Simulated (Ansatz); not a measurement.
## BaS (Fm-3m): given cell or relaxed cell?

Wanted: the change of the gap of BaS (Fm-3m) on relaxing cell and ions.

Method: PBE, HSE06 and G0W0, plane waves, PAW, in Ansatz 0.2.0.

### Step 1. The structure

Symmetry: Fm-3m, No. 225, cubic system. Conventional cell: a = 6.388 Å, b = 6.388 Å, c = 6.388 Å, α = 90.00°, β = 90.00°, γ = 90.00°. Ba has 6 S at 3.19 Å nearest. Nearest to S lie 6 Ba at 3.19 Å. Farther neighbours and most contacts between anions are not listed.

As a file:

```cif
data_structure
_symmetry_space_group_name_H-M 'P 1'
_symmetry_Int_Tables_number 1
_cell_length_a 4.5166
_cell_length_b 4.5166
_cell_length_c 4.5166
_cell_angle_alpha 60.000
_cell_angle_beta 60.000
_cell_angle_gamma 60.000
_cell_volume 65.15
loop_
_atom_site_label
_atom_site_type_symbol
_atom_site_fract_x
_atom_site_fract_y
_atom_site_fract_z
_atom_site_occupancy
Ba1 Ba 0.00000 0.00000 0.00000 1
S2 S 0.50000 0.50000 0.50000 1
```

The cell and positions come from the Crystallography Open Database and are kept as given unless a step says otherwise. Spin-orbit coupling is left out unless a step names it.

### Step 2. PBE bands at the given cell

Levels along a band path, at the cheap level, show where the edges lie and whether the meshes to come will hold them.

This step: DFT, PBE, plane waves, PAW; PAW set soft_1.

File input.yaml:

```yaml
crystal:
  lattice:
    - [0.0, 3.19375, 3.19375]
    - [3.19375, 0.0, 3.19375]
    - [3.19375, 3.19375, 0.0]
  atoms:
    - { symbol: Ba, position: [0.0, 0.0, 0.0] }
    - { symbol: S, position: [0.5, 0.5, 0.5] }
kpoints:
  mp_grid: { grid: [6, 6, 6] }
  band_path:
    path:
      - [[0.0, 0.0, 0.0], [0.5, 0.0, 0.5], [0.625, 0.25, 0.625]]
      - [[0.375, 0.375, 0.75], [0.0, 0.0, 0.0], [0.5, 0.5, 0.5], [0.5, 0.25, 0.75], [0.5, 0.0, 0.5]]
    npoints: 10
hamiltonian:
  xc: pbe
  pseudopotentials: { kind: paw, azcp: { folder: soft_1 } }
scf:
  occupations: { method: fermi_dirac, width: 0.02 }
  n_extra_bands: 4
output:
  eigenvalues: true
```

Command:

```bash
ansatz run input.yaml --threads 24 --pin off --max-ram 82944MiB --backend cuda --events-out ev --progress --plain --runs-dir out --devices 1 --max-vram 78GiB
```

Numbers of over 12 decimals in the logs are rounded to 6 here.

What it wrote:

```text
scf.n_extra_bands = 4 over 8 filled bands (N_el = 16.0): the run solves 12 bands
GPUs: using 1 of 1 available (devices: 1).
Engine: ansatz 0.2.0, aarch64-unknown-linux-gnu
Pseudopotentials: kind: paw
Pseudopotential: Ba, paw, valence charge 10, recommended cutoff 420 eV (normal), soft_1/Ba.paw.azcp
Pseudopotential: S, paw, valence charge 6, recommended cutoff 420 eV (normal), soft_1/S.paw.azcp
Functional definition: PBE
  parameter kappa = 0.804
  parameter beta = 0.066725
  exchange = pbe_x(kappa = kappa, mu = beta*pi^2/3)
  correlation = pbe_c(beta = beta)
device memory: the entry about to start is reckoned to put 0.7 GiB on a device that reports 163.5 GiB free (of which the cap on the GPU budget leaves the run 78.0 GiB)
GPU FFT provider: cuFFT
GPU libraries: cuBLAS 13.8.1, cuFFT 12.4.0, cuSOLVER 12.3.2
GPU matrix products: emulated (plane waves: as basis.precision tells), large ones in fixed point in workspaces of 1.00 GiB
Crystal: 2 atoms, lattice volume = 65.153 Å³
Basis set: ecut = 420 eV, 1243 PW (Γ)
Bands: 12, of which v1, the nominal top of the filled ones, is band 8 counted from 1 (7 counted from 0)
Symmetry: 48 space group operations
Space group: Fm-3m (ITA 225), of the structure as read, at distance tolerance 4.0e-5 Å
k-points: 16 of 216
Non-local potential: Ba, projectors of the file, l = 0: 3, l = 1: 2, l = 2: 2, l = 3: 2
Non-local potential: S, projectors of the file, l = 0: 2, l = 1: 2, l = 2: 1
PAW form: soft (Blöchl's): semilocal exchange-correlation on the pseudo side does not see the compensation charge
PAW one-centre angular grid: Ba, 194 points (default); XC on 64 Gauss nodes
PAW one-centre angular grid: S, 110 points (default); XC on 64 Gauss nodes
Initial density: superposition of atomic densities (chi_scale 0.1, normalization cell, long waves kept (reshape's long-wave potential 0.00 eV rms))
Initial wavefunctions: pseudopotential atomic-orbital guess
GPU buffer pool allocated for 32768 grid points (all kernels)
GPU transforms: local potential and band sums: pruned to the plane-wave sphere, on 30×32×32
Functional: x = pbe(κ = 0.804, μ = 0.219515), c = pbe(β = 0.066725)
SCF iter   1: F=—  HF=-6856.112798 eV  |F-HF|=—  |Δ(HF+E_count)|=         —  Δρ=2.17e-2  dr2=5.00e-1  ethr=3.10e-3  ⟨swp⟩=11.0  Hψ=1748  notcnv=0
preconditioner: auto → none  [insulator: Δε(μ)=1.834 eV  Ē_g=11.922 eV  σ=0.020 eV  W_gap=1.00  n_scr=14 (ndim 8)  ℏωp=17.2 eV  f_vac=0.000  D(μ)=0.00/eV (n_scr^D=0)  ε∞_Penn≈3.1]
SCF iter   2: F=—  HF=-6856.008424 eV  |F-HF|=—  |Δ(HF+E_count)|=   1.04e-1  Δρ=9.08e-3  dr2=9.62e-2  ethr=3.10e-3  ⟨swp⟩=3.9  Hψ=559  notcnv=0
SCF iter   3: F=—  HF=-6856.014844 eV  |F-HF|=—  |Δ(HF+E_count)|=   6.42e-3  Δρ=4.91e-3  dr2=1.69e-2  ethr=6.01e-4  ⟨swp⟩=2.1  Hψ=306  notcnv=0
SCF iter   4: F=—  HF=-6856.020095 eV  |F-HF|=—  |Δ(HF+E_count)|=   5.25e-3  Δρ=8.97e-4  dr2=8.51e-4  ethr=1.06e-4  ⟨swp⟩=2.5  Hψ=315  notcnv=0
SCF iter   5: F=—  HF=-6856.020695 eV  |F-HF|=—  |Δ(HF+E_count)|=   6.00e-4  Δρ=1.21e-4  dr2=7.49e-6  ethr=5.32e-6  ⟨swp⟩=2.6  Hψ=344  notcnv=0
SCF iter   6: F=—  HF=-6856.020714 eV  |F-HF|=—  |Δ(HF+E_count)|=   1.97e-5  Δρ=2.74e-5  dr2=1.11e-6  ethr=4.68e-8  ⟨swp⟩=2.0  Hψ=307  notcnv=0
SCF iter   7: F=-6856.020714 eV  HF=-6856.020714 eV  |F-HF|=9.62e-9  |Δ(HF+E_count)|=   3.43e-7  Δρ=2.98e-6  dr2=1.13e-8  ethr=6.25e-10  ⟨swp⟩=3.2  Hψ=870  notcnv=0
SCF 1 converged in 7 iterations: F = -6856.020714 eV  dr2 = 1.13e-8
[...]
device memory: the entry about to start is reckoned to put 1.0 GiB on a device that reports 163.4 GiB free (of which the cap on the GPU budget leaves the run 78.0 GiB)
NSCF: frozen V_eff on 62 k-points, pencils in batches of 32, up to order 56
SCF converged after 7 iterations
Free energy (F): -6856.020714 eV
Harris-Foulkes:  -6856.020714 eV  (|F-HF|=9.62e-9)
Internal energy: -6856.020714 eV  (E = F + TS)
E sigma→0 (E₀):  -6856.020714 eV
Fermi energy:    6.907050 eV
--- Per-component energies (eV) ---
  E_band       = -50.713864
  E_kinetic    = 265.773041
  E_local      = -433.876584  (includes V_loc(G=0)·N_el)
  E_nonlocal   = 127.504883
  E_hartree    = 126.782336
  E_xc         = -288.104659
  E_vxc        = -212.072309  (∫ρ·V_xc dr)
  E_paw        = -5803.862163  (= ΣΔE_a)
  E_vpaw       = -51.607572  (= ΣTr[D̂ρ^β])
  E_aug_tail   = -0.000002  (compensation charges beyond the density's cutoff)
  E_ewald      = -850.237565
  E_smearing   = -0.000000  (= −TS)
  E_closure    = -0.000000  (closes the sum)
  Σ components = -6856.020714   (vs F -6856.020714, Δ=0.00e0)
--- Band table (eV; the first three rows and the last of 16) ---
  k-point 0: bands = [... 4 lower, -4.4855, 5.8037, 5.8037, 5.8037, 9.4928, 9.7699, 9.7699, 9.7699]
  k-point 1: bands = [... 4 lower, -3.9967, 5.1848, 5.4888, 5.4888, 9.7694, 10.1560, 10.1560, 10.4521]
  k-point 2: bands = [... 4 lower, -3.4470, 4.3060, 4.9960, 4.9960, 10.2680, 11.2000, 11.2000, 11.9112]
  k-point 15: bands = [... 4 lower, -3.9616, 4.9604, 5.3483, 5.4769, 9.0546, 11.3088, 12.0657, 12.8279]
```

It took 1.1 s on 1 × NVIDIA GB200 (shared by 2 runs) with 24 threads of Arm Neoverse V2, shared host; peak memory 1.1 GiB.

In the SCF lines HF is the Harris–Foulkes energy and dr2 the Hartree energy of the density residual, in eV; the loop may stop once dr2 is under the threshold and the program's other checks hold. Hψ counts applications of the Hamiltonian.

This step gave:

| Quantity | Value |
| --- | --- |
| filled bands | 8 |
| gap | 2.206 eV |
| valence top at | Γ |
| conduction bottom at | X |
| least direct gap | 2.311 eV |

The gap is indirect, with the least direct gap 0.10 eV higher.

### Step 3. The relaxed cell

Cell and ions were relaxed with PBE; that run is not shown. It left this cell:

It takes space group Fm-3m (No. 225, cubic). Conventional cell: a = 6.429 Å, b = 6.429 Å, c = 6.429 Å, α = 90.00°, β = 90.00°, γ = 90.00°. Nearest to Ba lie 6 S at 3.21 Å. Nearest to S lie 6 Ba at 3.21 Å. Farther neighbours and most contacts between anions are not listed.

### Step 4. PBE at the relaxed cell

The cell differs from the one that the last finished run ended in (a 4.517 → 4.546 Å, b 4.517 → 4.546 Å, c 4.517 → 4.546 Å).

Changes to input.yaml since step 2:

```diff
@@ -2,5 +2,5 @@
   lattice:
-    - [0.0, 3.19375, 3.19375]
-    - [3.19375, 0.0, 3.19375]
-    - [3.19375, 3.19375, 0.0]
+    - [0.0, 3.2144944542, 3.2144944542]
+    - [3.2144944542, 0.0, 3.2144944542]
+    - [3.2144944542, 3.2144944542, 0.0]
   atoms:
```

What it wrote:

```text
[...]
GPUs: using 1 of 1 available (devices: 1).
[...]
GPU FFT provider: cuFFT
GPU libraries: cuBLAS 13.8.1, cuFFT 12.4.0, cuSOLVER 12.3.2
[...]
Crystal: 2 atoms, lattice volume = 66.431 Å³
Basis set: ecut = 420 eV, 1291 PW (Γ)
Bands: 12, of which v1, the nominal top of the filled ones, is band 8 counted from 1 (7 counted from 0)
[... 1 set-up line as in the run before ...]
[...]
E sigma→0 (E₀):  -6856.023948 eV
Fermi energy:    6.739839 eV
[...]
--- Band table (eV; the first three rows and the last of 16) ---
  k-point 0: bands = [... 4 lower, -4.6406, 5.6227, 5.6227, 5.6227, 9.2136, 9.5816, 9.5816, 9.5816]
  k-point 1: bands = [... 4 lower, -4.2007, 5.0147, 5.3194, 5.3194, 9.5730, 9.9595, 9.9595, 10.1668]
  k-point 2: bands = [... 4 lower, -3.6800, 4.1545, 4.8422, 4.8422, 10.0607, 10.9791, 10.9791, 11.6145]
  k-point 15: bands = [... 4 lower, -4.1593, 4.7981, 5.1488, 5.2864, 8.8773, 11.0829, 11.7906, 12.5504]
[key lines of the parts left out:]
SCF converged after 7 iterations
Free energy (F): -6856.023948 eV
```

Elapsed: 1.1 s, on 1 × NVIDIA GB200 (shared by 2 runs) with 24 threads; peak memory 1.1 GiB.

Numbers from this step:

```
gap                  : 2.233 eV
valence top at       : Γ
conduction bottom at : X
least direct gap     : 2.350 eV
```

The gap is indirect, with the least direct gap 0.12 eV higher.

### Step 5. HSE06 at the relaxed cell

The screened hybrid is the usual rung above semilocal functionals: a quarter of exact exchange, cut off beyond a few ångström.

This step: DFT, HSE06, plane waves, PAW; PAW set soft_1.

input.yaml, the sections that differ from step 4:

```yaml
kpoints:
  mp_grid: { grid: [4, 4, 4] }
  band_path:
    path:
      - [0.0, 0.0, 0.0]
      - [0.5, 0.0, 0.5]
      - [0.625, 0.25, 0.625]
      - [0.375, 0.375, 0.75]
      - [0.5, 0.5, 0.5]
      - [0.5, 0.25, 0.75]
    npoints: 1
hamiltonian:
  xc: hse06
  pseudopotentials: { kind: paw, azcp: { folder: soft_1 } }
scf:
  occupations: { method: fixed }
  n_extra_bands: 4
# crystal, output: as in step 4
```

What it wrote:

```text
[...]
GPUs: using 1 of 1 available (devices: 1).
[...]
davidson cushion auto → on  (no smearing: the cushion is to keep the highest requested band from converging to the state above it; pin scf.eigensolver.cushion to override)
[...]
GPU FFT provider: cuFFT
GPU libraries: cuBLAS 13.8.1, cuFFT 12.4.0, cuSOLVER 12.3.2
[...]
Crystal: 2 atoms, lattice volume = 66.431 Å³
Basis set: ecut = 420 eV, 1291 PW (Γ)
[...]
Internal energy: -6861.622768 eV  (E = F + TS)
E sigma→0 (E₀):  -6861.622768 eV
Fermi energy:    4.977851 eV
[...]
--- Band table (eV; the first three rows and the last of 8) ---
  k-point 0: bands = [... 4 lower, -6.3598, 4.9779, 4.9779, 4.9779, 9.5427, 9.9787, 9.9787, 9.9787]
  k-point 1: bands = [... 4 lower, -5.4057, 3.8460, 4.3870, 4.3870, 10.1080, 10.8642, 10.8642, 11.3730]
  k-point 2: bands = [... 4 lower, -4.9036, 3.0256, 3.9269, 3.9269, 11.4882, 11.6953, 12.5449, 12.5449]
  k-point 7: bands = [... 4 lower, -5.5679, 3.8631, 4.4940, 4.4940, 10.3019, 10.3019, 12.4536, 12.9993]
[key lines of the parts left out:]
Free energy (F): -6861.622768 eV
```

Elapsed: 3.1 s, on 1 × NVIDIA GB200 (shared by 2 runs) with 24 threads; peak memory 1.2 GiB.

Numbers from this step:

```yaml
gap: 3.142 eV
valence_top_at: Γ
conduction_bottom_at: X
least_direct_gap: 3.282 eV
```

The gap stands +0.91 eV against PBE.

### Step 6. G0W0 at the relaxed cell

Now the one-shot GW correction: screening in the RPA, then the self-energy of the levels asked for. This step takes PAW set soft_1 files.

This step: G0W0 on PBE, plane waves, PAW; PAW set soft_1.

File input.yaml:

```yaml
crystal:
  lattice:
    - [0.0, 3.2144944542, 3.2144944542]
    - [3.2144944542, 0.0, 3.2144944542]
    - [3.2144944542, 3.2144944542, 0.0]
  atoms:
    - { symbol: Ba, position: [0.0, 0.0, 0.0] }
    - { symbol: S, position: [0.5, 0.5, 0.5] }
kpoints:
  mp_grid: { grid: [4, 4, 4] }
hamiltonian:
  xc: pbe
  pseudopotentials: { kind: paw, azcp: { folder: soft_1 } }
scf:
  occupations: { method: fixed }
gw:
  n_empty_bands: 198
  ecut_chi: 120
  qp_bands: [v2, c2]
  qp_kpoints: band_edges
  screening: { model: contour_deformation }
```

What it wrote:

```text
GPUs: using 1 of 1 available (devices: 1).
[...]
GPU FFT provider: cuFFT
GPU libraries: cuBLAS 13.8.1, cuFFT 12.4.0, cuSOLVER 12.3.2
[...]
Crystal: 2 atoms, lattice volume = 66.431 Å³
Basis set: ecut = 420 eV, 1291 PW (Γ)
Bands: 12, of which v1, the nominal top of the filled ones, is band 8 counted from 1 (7 counted from 0)
[... 1 set-up line as in the run before ...]
[...]
k-points: 8 of 64
[...]
2    10     11.1904    -6.9349    -4.3866   -11.8812  0.7592    11.7556    11.7501  root
[...]
7     7      5.1908   -17.2020     2.2300   -14.0054  0.7518     4.2039     4.2242  root
     7     8      5.1908   -17.2020     2.2300   -14.0054  0.7518     4.2039     4.2242  root
     7     9      9.9028    -5.7421    -4.0147   -10.2565  0.7872    10.4058    10.4025  root
     7    10      9.9028    -5.7421    -4.0147   -10.2565  0.7872    10.4058    10.4025  root
[key lines of the parts left out:]
SCF converged after 7 iterations
Free energy (F): -6856.020114 eV
Fermi energy:    5.627417 eV
```

It took 2.6 s on 1 × NVIDIA GB200 (shared by 2 runs) with 24 threads; peak memory 1.3 GiB.

This step gave:

```
bands summed                                 : 206
RPA ε∞ on this mesh (eigenvalues)            : 4.586, 4.586, 4.586
plane waves in the screening matrix          : 181
G0W0 gap on the mesh                         : 3.447 eV
k of the valence top                         : 0, 0, 0
k of the conduction bottom                   : 0, -0.5, -0.5
starting gap on the mesh                     : 2.230 eV
least direct G0W0 gap on the computed points : 3.590 eV
```

The gap on the mesh goes from 2.23 eV to 3.45 eV, a correction of +1.22 eV. Between the two edge states, bare exchange in place of the xc potential would open the gap by 6.91 eV, and correlation takes back 5.69 eV.

### Step 7. G0W0 at the given cell

input.yaml, the sections that differ from step 6:

```yaml
crystal:
  lattice:
    - [0.0, 3.19375, 3.19375]
    - [3.19375, 0.0, 3.19375]
    - [3.19375, 3.19375, 0.0]
  atoms:
    - { symbol: Ba, position: [0.0, 0.0, 0.0] }
    - { symbol: S, position: [0.5, 0.5, 0.5] }
gw:
  n_empty_bands: 194
  ecut_chi: 120
  qp_bands: [v2, c2]
  qp_kpoints: band_edges
  screening: { model: contour_deformation }
# kpoints, hamiltonian, scf: as in step 6
```

What it wrote:

```text
GPUs: using 1 of 1 available (devices: 1).
[...]
GPU FFT provider: cuFFT
GPU libraries: cuBLAS 13.8.1, cuFFT 12.4.0, cuSOLVER 12.3.2
[...]
Crystal: 2 atoms, lattice volume = 65.153 Å³
Basis set: ecut = 420 eV, 1243 PW (Γ)
Bands: 12, of which v1, the nominal top of the filled ones, is band 8 counted from 1 (7 counted from 0)
[... 1 set-up line as in the run before ...]
[...]
k-points: 8 of 64
[...]
2    10     11.4422    -6.9739    -4.4135   -11.9418  0.7622    12.0045    11.9966  root
[...]
7     7      5.3850   -17.2865     2.2283   -14.0996  0.7531     4.4066     4.4264  root
     7     8      5.3850   -17.2865     2.2283   -14.0996  0.7531     4.4066     4.4264  root
     7     9     10.1022    -5.7881    -4.0316   -10.3166  0.7873    10.6019    10.5990  root
     7    10     10.1022    -5.7881    -4.0316   -10.3166  0.7873    10.6019    10.5990  root
[key lines of the parts left out:]
SCF converged after 7 iterations
Free energy (F): -6856.016641 eV
Fermi energy:    5.808615 eV
```

Elapsed: 2.7 s, on 1 × NVIDIA GB200 (shared by 2 runs) with 24 threads; peak memory 1.3 GiB.

This step gave:

| Property | Result |
| --- | --- |
| bands summed | 202 |
| RPA ε∞ on this mesh (eigenvalues) | 4.646, 4.646, 4.646 |
| plane waves in the screening matrix | 181 |
| G0W0 gap on the mesh | 3.408 eV |
| k of the valence top | 0, 0, 0 |
| k of the conduction bottom | 0, -0.5, -0.5 |
| starting gap on the mesh | 2.202 eV |
| least direct G0W0 gap on the computed points | 3.538 eV |

The gap on the mesh goes from 2.20 eV to 3.41 eV, a correction of +1.21 eV. Between the two edge states, bare exchange in place of the xc potential would open the gap by 6.91 eV, and correlation takes back 5.70 eV.

### Step 8. Together

G0W0 rows are gaps on the mesh, lowered by the amount that the mesh misses the start's edges, a rough step that assumes the same correction there.

```
   level  given cell (eV)  relaxed cell (eV)  change (eV)
     PBE             2.21               2.23        +0.03
   HSE06                -               3.14            -
G0W0@PBE             3.41               3.45        +0.04
```

### Step 9. Outcome

```json
{
 "volume change": "+2.0 %",
 "PBE, given cell": "2.21 eV",
 "PBE, relaxed cell": "2.23 eV",
 "HSE06, relaxed cell": "3.14 eV",
 "G0W0@PBE, relaxed cell": "3.45 eV",
 "G0W0@PBE, given cell": "3.41 eV",
 "known limits": "not at the basis limit; no spin-orbit coupling"
}
```

What this shows: Relaxation changes the volume by +2.0 % and the gap by +0.03 eV (PBE) and +0.04 eV (G0W0@PBE). Bands and cutoff are finite, so the gap is not at the basis limit. The miss can reach some tenths of an eV and take either sign; the mesh is an error of its own. The many-body steps are scalar-relativistic: spin-orbit coupling is not in them.

[Paths, hosts, dates, memory and timing lines, banners, echoed tables and standing remarks are left out of the program output.]

[Logs are printed without paths, hosts, clocks, repeated set-up lines and the standing remarks that a program may print on its own settings, such as how far it seeks lower states.]

[Runs of the session that timed out or met a known fault of the program may be left out.]

[Cells called generated may have been cut or substituted from an entry of the Crystallography Open Database or the Materials Project.]

[Hosts, paths, dates, database ids (printed as entryN), source tags and the programs' standing remarks are cut or masked in the printed files.]
